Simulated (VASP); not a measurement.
# Er (Fm-3m) in VASP: a series of runs

One crystal, Er, is run at these levels: PBE; tasks: single point.

Everything below comes from runs of VASP 6.6.1. Logs are shortened: lines on timing, memory, paths and dates and some standing lists are left out, and cuts for length are marked.

## 1. Starting point

The structure is cubic, space group Fm-3m (No. 225). The conventional cell has a = 4.960 Å, b = 4.960 Å, c = 4.960 Å, α = 90.00°, β = 90.00°, γ = 90.00°. Around Er (site symmetry m-3m) lie 12 Er at 3.51 Å.

This isn't the form of Er at room conditions, which is hcp.

## 2. Single point, PBE, collinear spin, ferromagnetic start

Contents of INCAR:

```
SYSTEM = Er
PREC     = Accurate       ! precision mode
ENCUT    = 400            ! plane-wave cutoff, eV
EDIFF    = 1E-6           ! SCF threshold, eV
ISMEAR   = 0              ! smearing method
SIGMA    = 0.2            ! smearing width, eV
LREAL    = .False.        ! projectors in reciprocal space
LASPH    = .True.         ! aspherical terms in the spheres
NELM     = 100            ! most SCF steps
ALGO     = Normal         ! electronic algorithm
ISIF     = 2              ! what is computed and relaxed
LWAVE    = .False.        ! write WAVECAR
LCHARG   = .False.        ! write CHGCAR
ISPIN    = 2              ! spin polarisation
MAGMOM   = 3              ! initial moments
LORBIT   = 11             ! projections on sites
LMAXMIX  = 6              ! l up to which the mixer works
GGA      = PE             ! functional
ADDGRID  = .False.
```

Contents of KPOINTS:

```
Automatic mesh
0
Gamma
  7 7 7
  0 0 0
```

Contents of POSCAR:

```
Er
1.0
   -0.0089250000      2.4571370000      2.4791170000
    2.4542050000     -0.0023290000      2.4725200000
    2.4870360000      2.4833720000     -0.0351600000
Er
1
Direct
   -0.0043710000     -0.0077920000     -0.0181410000
```

Potentials or basis: VASP PAW PBE potentials, release 64 (Er_3), 4f in core.

The run is started by

```console
cat potpaw_PBE.64/Er_3/POTCAR > POTCAR
mpirun -np 1 vasp_std > vasp.out
```

OUTCAR:

```text
SYSTEM = Er
   PREC = Accurate
   ENCUT = 400
   EDIFF = 1E-6
   ISMEAR = 0
   LREAL = .False.
   LASPH = .True.
   NELM = 100
   ISIF = 2
   ISPIN = 2
   LORBIT = 11
   GGA = PE

 Found    172 irreducible k-points:

 Following reciprocal coordinates:
            Coordinates               Weight
  0.000000  0.000000  0.000000      1.000000
  0.142857  0.000000 -0.000000      2.000000
  0.285714  0.000000 -0.000000      2.000000
  0.428571  0.000000  0.000000      2.000000
  0.000000  0.142857  0.000000      2.000000
  0.142857  0.142857  0.000000      2.000000
   k-points           NKPTS =    172   k-points in BZ     NKDIM =    172   number of bands    NBANDS=     10
   number of dos      NEDOS =    301   number of ions     NIONS =      1
   total plane-waves  NPLWV =  13824
   dimension x,y,z NGX =    24 NGY =   24 NGZ =   24
   dimension x,y,z NGXF=    48 NGYF=   48 NGZF=   48
   ions per type =               1
   NGX,Y,Z   is equivalent  to a cutoff of  11.43, 11.45, 11.35 a.u.
   NGXF,Y,Z  is equivalent  to a cutoff of  22.86, 22.91, 22.70 a.u.
 SYSTEM =  Er
   PREC   = accura    normal or accurate (medium, high low for compatibility)
   ISTART =      0    job   : 0-new  1-cont  2-samecut
   ICHARG =      2    charge: 1-file 2-atom 10-const
   ISPIN  =      2    spin polarized calculation?
   LNONCOLLINEAR =      F non collinear calculations
   LSORBIT =      F    spin-orbit coupling
   LASPH  =      T    aspherical Exc in radial PAW
   ENCUT  =  400.0 eV  29.40 Ry    5.42 a.u.   5.69  5.68  5.73*2*pi/ulx,y,z
   NELM   =    100;   NELMIN=  2; NELMDL= -5     # of ELM steps
   EDIFF  = 0.1E-05   stopping-criterion for ELM
   LREAL  =      F    real-space projection
   EDIFFG = 0.1E-04   stopping-criterion for IOM
   NSW    =      0    number of steps for IOM
   IBRION =     -1    ionic relax: 0-MD 1-quasi-New 2-CG
   NFREE  =      0    steps in history (QN), initial steepest desc. (CG)
   ISIF   =      2    stress and relaxation
   ISYM   =      2    0-nonsym 1-usesym 2-fastsym
   POTIM  = 0.5000    time-step for ionic-motion
   TEBEG  =    0.0;   TEEND  =   0.0 temperature during run
   PSTRESS=    0.0 pullay stress
   NELECT =       9.0000    total number of electrons
   NUPDOWN=      -1.0000    fix difference up-down
   EMIN   =  10.00;   EMAX   =-10.00  energy-range for DOS
   EFERMI =   0.00;   METHOD = LEGACY
   ISMEAR =     0;   SIGMA  =   0.20  broadening in eV -4-tet -1-fermi 0-gaus
   EFERMI_NEDOS =   21; number of points for ismear=-14 and -15
   IALGO  =     38    algorithm
   IMIX   =      4    mixing-type and parameters
     AMIX     =   0.40;   BMIX     =  1.00
     AMIX_MAG =   1.60;   BMIX_MAG =  1.00
  volume/ion in A,a.u.               =      30.50       205.83
  Fermi-wavevector in a.u.,A,eV,Ry     =   1.089904  2.059619 16.162220  1.187890
  Thomas-Fermi vector in A             =   2.226117
   LORBIT       =     11    0 simple, 1 ext, 2 COOP (PROOUT), +10 PAW based schemes
   GGA     = PE    functional components
   LHFCALC =     F    Hartree Fock is set to
   AEXX    =    0.0000 exact exchange contribution
   IVDW    =     0    specifies the selected vdW correction
   LEPSILON=     F    determine dielectric tensor
   LRPA    =     F    only Hartree local field effects (RPA)
 spin polarized calculation
 Gauss-broadening in eV      SIGMA  =   0.20
  energy-cutoff  :      400.00
  volume of cell :       30.50
 maximum number of plane-waves:       564
   NGX = 11   NGY = 11   NGZ = 11

 number of electron       9.0000000 magnetization      -0.0284840

 number of electron       9.0000000 magnetization       0.0000969

 Free energy of the ion-electron system (eV)
  ---------------------------------------------------
  ext. energy  EPLUGINS =         0.00000000
  ---------------------------------------------------
  free energy    TOTEN  =        -4.48701016 eV

  energy without entropy =       -4.46016752  energy(sigma->0) =       -4.47358884

 E-fermi :   3.0740     XC(G=0):  -9.8741

 val. band max:        2.9751348176   @ k =   0.0000   0.2857   0.2857
 cond. band min:       3.1475208665   @ k =  -0.2857   0.0000   0.2857
 fundamental gap:      0.1723860489
 Fermi energy:         3.0739852561

 spin component 1

 k-point     1 :       0.0000    0.0000    0.0000
  band No.  band energies     occupation
      1     -21.3125      1.00000
      2     -21.2969      1.00000
      3     -21.2937      1.00000
      4      -2.4830      1.00000
      5       4.9231      0.00000
      6       5.1636      0.00000
      7       5.1904      0.00000
      8       7.3874      0.00000
      9       7.5019      0.00000
     10      12.6413      0.00000
[... 53 lines left out ...]
 k-point     6 :       0.1429    0.1429    0.0000
  band No.  band energies     occupation
      1     -21.4168      1.00000
      2     -21.3460      1.00000
      3     -21.3360      1.00000
      4      -1.7550      1.00000
      5       4.2329      0.00000
      6       5.4994      0.00000
      7       5.6127      0.00000
      8       6.2984      0.00000
      9       7.7707      0.00000
     10      14.2728      0.00000

 [... further k-points ...]

 spin component 2

 k-point     1 :       0.0000    0.0000    0.0000
  band No.  band energies     occupation
      1     -21.3125      1.00000
      2     -21.2969      1.00000
      3     -21.2937      1.00000
      4      -2.4829      1.00000
      5       4.9230      0.00000
      6       5.1636      0.00000
      7       5.1903      0.00000
      8       7.3874      0.00000
      9       7.5018      0.00000
     10      12.6415      0.00000
[... 53 lines left out ...]
 k-point     6 :       0.1429    0.1429    0.0000
  band No.  band energies     occupation
      1     -21.4167      1.00000
      2     -21.3460      1.00000
      3     -21.3360      1.00000
      4      -1.7549      1.00000
      5       4.2328      0.00000
      6       5.4994      0.00000
      7       5.6126      0.00000
      8       6.2983      0.00000
      9       7.7706      0.00000
     10      14.2730      0.00000

 [... further k-points ...]
[... 5 lines left out ...]
  --------------------------------------------------------------------------------------
  -------------------------------------------------------------------------------------
  Total        0.0029622      0.0126265     -0.0528271     -0.0615725      0.0727656      0.1069194
  in kB        0.1556024      0.6632704     -2.7750076     -3.2344068      3.8223784      5.6164785
  external PRESSURE =      -0.6520449 kB  Pullay stress =       0.0000000 kB

 VOLUME and BASIS-vectors are now :
 -----------------------------------------------------------------------------
  energy-cutoff  :      400.00
  volume of cell :       30.50
      direct lattice vectors                 reciprocal lattice vectors
    -0.008925000  2.457137000  2.479117000    -0.201313527  0.204442392  0.200014888
     2.454205000 -0.002329000  2.472520000     0.204685885 -0.202140878  0.201085569
     2.487036000  2.483372000 -0.035160000     0.199378760  0.200206110 -0.197713292

 POSITION                                       TOTAL-FORCE (eV/Angst)
 -----------------------------------------------------------------------------------
      4.86811      4.88241      4.88701        -0.000000      0.000000      0.000000
 -----------------------------------------------------------------------------------
    total drift:                               -0.000002     -0.000001     -0.000000

  FREE ENERGIE OF THE ION-ELECTRON SYSTEM (eV)
  ---------------------------------------------------
  free  energy   TOTEN  =        -4.4870101573 eV

  energy  without entropy=       -4.4601675179  energy(sigma->0) =       -4.47358884

 total charge

# of ion       s       p       d       tot
------------------------------------------
    1        0.515   6.499   1.107   8.120

 magnetization (x)

# of ion       s       p       d       tot
------------------------------------------
    1       -0.000   0.000  -0.000  -0.000
```

OSZICAR:

```text
N       E                     dE             d eps       ncg     rms          rms(c)
DAV:   1     0.106638200690E+02    0.10664E+02   -0.41397E+03  9930   0.752E+02
DAV:   2    -0.302299853119E+01   -0.13687E+02   -0.12971E+02  9476   0.245E+02
DAV:   3    -0.356907631077E+01   -0.54608E+00   -0.51194E+00 10894   0.524E+01
DAV:   4    -0.357496150079E+01   -0.58852E-02   -0.58416E-02 12272   0.247E+00
DAV:   5    -0.357497555324E+01   -0.14052E-04   -0.14049E-04 10828   0.828E-02    0.212E+01
DAV:   6    -0.439369159298E+01   -0.81872E+00   -0.24990E-01 11062   0.471E+00    0.133E+01
DAV:   7    -0.446687102074E+01   -0.73179E-01   -0.62099E-02 10868   0.232E+00    0.638E+00
DAV:   8    -0.448036653822E+01   -0.13496E-01   -0.78295E-02 11038   0.222E+00    0.128E+00
DAV:   9    -0.448630574377E+01   -0.59392E-02   -0.48232E-03 10834   0.743E-01    0.418E-01
DAV:  10    -0.448691970171E+01   -0.61396E-03   -0.15748E-03 11172   0.203E-01    0.240E-01
DAV:  11    -0.448699547412E+01   -0.75772E-04   -0.22941E-04 10526   0.938E-02    0.624E-02
DAV:  12    -0.448700518316E+01   -0.97090E-05   -0.18808E-05 10330   0.267E-02    0.535E-02
DAV:  13    -0.448700995359E+01   -0.47704E-05   -0.15848E-05  9774   0.166E-02    0.929E-03
DAV:  14    -0.448701015734E+01   -0.20375E-06   -0.43100E-07  4498   0.674E-03
   1 F= -.44870102E+01 E0= -.44735888E+01  d E =-.268426E-01  mag=    -0.0001
```

It took 25 s on 1 thread of Intel Xeon 6975P-C (Granite Rapids), shared host; peak memory 0.19 GiB.

The run converged, but some of its settings lie outside the range that counts as converged, so its numbers aren't taken as properties of the crystal.

What came out:

| Property | Result |
| --- | --- |
| Free energy | -4.4870 eV |
| Pressure | -0.1 GPa |
| Band gap on the k mesh | none (metal or under the smearing width) |
| Net moment | 0.00 μB per cell |
| Valence electrons inside the program's atomic spheres | Er 8.12 |

Caveat: the magnetic or orbital state may not be the lowest; spin-orbit coupling is left out, which moves the levels of the heavy elements; the 4f electrons are frozen in the core as for a trivalent ion, so they carry no moment and show no levels.

## 3. Single point, PBE, collinear spin, ferromagnetic start

INCAR, as its differences from that of step 2:

```diff
@@ -2,3 +2,3 @@
 PREC     = Accurate       ! precision mode
-ENCUT    = 400            ! plane-wave cutoff, eV
+ENCUT    = 550            ! plane-wave cutoff, eV
 EDIFF    = 1E-6           ! SCF threshold, eV
```

Contents of KPOINTS:

```
Automatic mesh
0
Gamma
  6 6 6
  0 0 0
```

Contents of POSCAR:

```
Er
1.0
    0.0000000000      2.4798434248      2.4798434248
    2.4798434248      0.0000000000      2.4798434248
    2.4798434248      2.4798434248      0.0000000000
Er
1
Direct
    0.0000000000      0.0000000000      0.0000000000
```

Potentials or basis: VASP PAW PBE potentials, release 64 (Er_3), 4f in core.

The run is started by

```console
cat potpaw_PBE.64/Er_3/POTCAR > POTCAR
mpirun -np 1 vasp_std > vasp.out
```

Wall time 9.7 s (1 thread of Intel Xeon 6975P-C (Granite Rapids), shared host); peak memory 0.17 GiB.

The run converged, but some of its settings lie outside the range that counts as converged, so its numbers aren't taken as properties of the crystal.

What came out:

```yaml
Free_energy: -4.4965 eV
Pressure: 0.1 GPa
Band_gap_on_the_k_mesh: none (metal or under the smearing width)
Net_moment: 0.00 μB per cell
Valence_electrons_inside_the_program's_atomic_spheres: Er 8.12
```

Caveat: the k mesh is coarse (spacing up to 0.37 Å⁻¹), so the values aren't converged; the magnetic or orbital state may not be the lowest; spin-orbit coupling is left out, which moves the levels of the heavy elements; the 4f electrons are frozen in the core as for a trivalent ion, so they carry no moment and show no levels.

## 4. Single point, PBE, collinear spin, ferromagnetic start

INCAR is that of step 3.

KPOINTS is that of step 3.

Contents of POSCAR:

```
Er
1.0
   -0.0089250000      2.4571370000      2.4791170000
    2.4542050000     -0.0023290000      2.4725200000
    2.4870360000      2.4833720000     -0.0351600000
Er
1
Direct
   -0.0043710000     -0.0077920000     -0.0181410000
```

The run is started by

```console
cat potpaw_PBE.64/Er_3/POTCAR > POTCAR
mpirun -np 1 vasp_std > vasp.out
```

Wall time 35 s (1 thread of Intel Xeon 6975P-C (Granite Rapids), shared host); peak memory 0.21 GiB.

These settings aren't checked as converged: the numbers below hold their error.

Results:

```
Free energy                                           : -4.4948 eV
Pressure                                              : 0.1 GPa
Band gap on the k mesh                                : none (metal or under the smearing width)
Net moment                                            : 0.00 μB per cell
Valence electrons inside the program's atomic spheres : Er 8.12
```

Caveat: the k mesh is coarse (spacing up to 0.37 Å⁻¹), so the values aren't converged; the magnetic or orbital state may not be the lowest; spin-orbit coupling is left out, which moves the levels of the heavy elements; the 4f electrons are frozen in the core as for a trivalent ion, so they carry no moment and show no levels.

## 5. Single point, PBE, collinear spin, ferromagnetic start

INCAR, as its differences from that of step 4:

```diff
@@ -2,3 +2,3 @@
 PREC     = Accurate       ! precision mode
-ENCUT    = 550            ! plane-wave cutoff, eV
+ENCUT    = 450            ! plane-wave cutoff, eV
 EDIFF    = 1E-6           ! SCF threshold, eV
```

Contents of KPOINTS:

```
Automatic mesh
0
Gamma
  7 7 7
  0 0 0
```

Contents of POSCAR:

```
Er
1.0
    0.0000000000      2.4798434248      2.4798434248
    2.4798434248      0.0000000000      2.4798434248
    2.4798434248      2.4798434248      0.0000000000
Er
1
Direct
    0.0000000000      0.0000000000      0.0000000000
```

The run is started by

```console
cat potpaw_PBE.64/Er_3/POTCAR > POTCAR
mpirun -np 1 vasp_std > vasp.out
```

Wall time 7.9 s (1 thread of Intel Xeon 6975P-C (Granite Rapids), shared host); peak memory 0.14 GiB.

These settings aren't checked as converged: the numbers below hold their error.

What came out:

```yaml
Free_energy: -4.4889 eV
Pressure: -0.1 GPa
Band_gap_on_the_k_mesh: none (metal or under the smearing width)
Net_moment: 0.00 μB per cell
Valence_electrons_inside_the_program's_atomic_spheres: Er 8.12
```

Caveat: the magnetic or orbital state may not be the lowest; spin-orbit coupling is left out, which moves the levels of the heavy elements; the 4f electrons are frozen in the core as for a trivalent ion, so they carry no moment and show no levels.

(Continued in part 2 of 2.)
